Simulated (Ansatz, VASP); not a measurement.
**Two plane-wave programs on CaSe**

```
Ca Se
1.0
     0.00000    2.91457    2.91457
     2.91457    0.00000    2.91457
     2.91457    2.91457    0.00000
Ca Se
1 1
Direct
  0.50000 0.50000 0.50000
  0.00000 0.00000 0.00000
```

Alike in both runs: task single point; functional PBEsol; k mesh 10 × 10 × 10; occupations gaussian, width 0.05 eV; no spin polarisation.

|  | VASP | Ansatz |
| --- | --- | --- |
| version | VASP 6.6.1 | Ansatz 0.2.0 |
| potentials or method | VASP PAW PBE potentials, release 64 (Ca_sv, Se) | scalar-relativistic, plane waves, PAW |
| plane-wave cutoff (eV) | 520 | 420 |
| valence electrons in the cell | 16 | 26 |

Ansatz gave:

- gap on the k mesh at the Fermi level (eV): 1.83
- least direct gap on the mesh (eV): 2.81
- pressure (GPa): 1.1

**Question.** What did VASP give for the same quantities?

**Answer.** gap on the k mesh at the Fermi level (eV): 1.81; least direct gap on the mesh (eV): 2.80; pressure (GPa): 1.3.

The two sets of potentials don't hold the same shells in valence.

Caveats: the PAW data sets were made with another functional, which shifts forces and pressure a little (VASP). A k mesh can miss the band edges. As with any semilocal functional, this PBEsol gap is likely too small.
